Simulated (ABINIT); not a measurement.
Cu: band structure with TB-mBJ

Crystal: Cu.

```
Cu
1.0
     0.00000    1.80750    1.80750
     1.80750    0.00000    1.80750
     1.80750    1.80750    0.00000
Cu
1
Cartesian
  0.0000 0.0000 0.0000
```

```
Program             : ABINIT 10.8.3 (patched build)
Task                : band structure
Functional          : TB-mBJ
Potentials or basis : HGH LDA
Cutoff              : 517 eV
k mesh              : 13 × 13 × 13
Occupations         : fermi-dirac, width 0.05 eV
Spin                : no spin polarisation
```

- Band gap on the k mesh: none (metal or under the smearing width)
- Valence electrons inside the program's atomic spheres: Cu 0.33 (radii [1.0584] Å)

Levels at the corners of the path, in eV from the Fermi level:
```tsv
point	band 1	band 2	band 3	band 4
Γ	-6.70	30.09	30.09	30.09
X	4.73	6.39	16.78	19.69
W	7.89	7.89	8.22	14.56
K	6.24	6.28	9.93	20.96
Γ	-6.70	30.09	30.09	30.09
L	1.13	2.95	27.34	27.34
U	6.24	6.28	9.93	20.96
W	7.89	7.89	8.22	14.56
L	1.13	2.95	27.34	27.34
K	6.24	6.28	9.93	20.96
```

Run time: 19 s on 1 thread of Arm Neoverse V2 (shared host), peak memory 0.11 GiB.

Caveat: the constant c of TB-mBJ comes from the pseudo density here, which moves gaps by up to 0.3 eV between sets of potentials; HGH potentials are hard and often keep d shells in the core, so these values are rough.
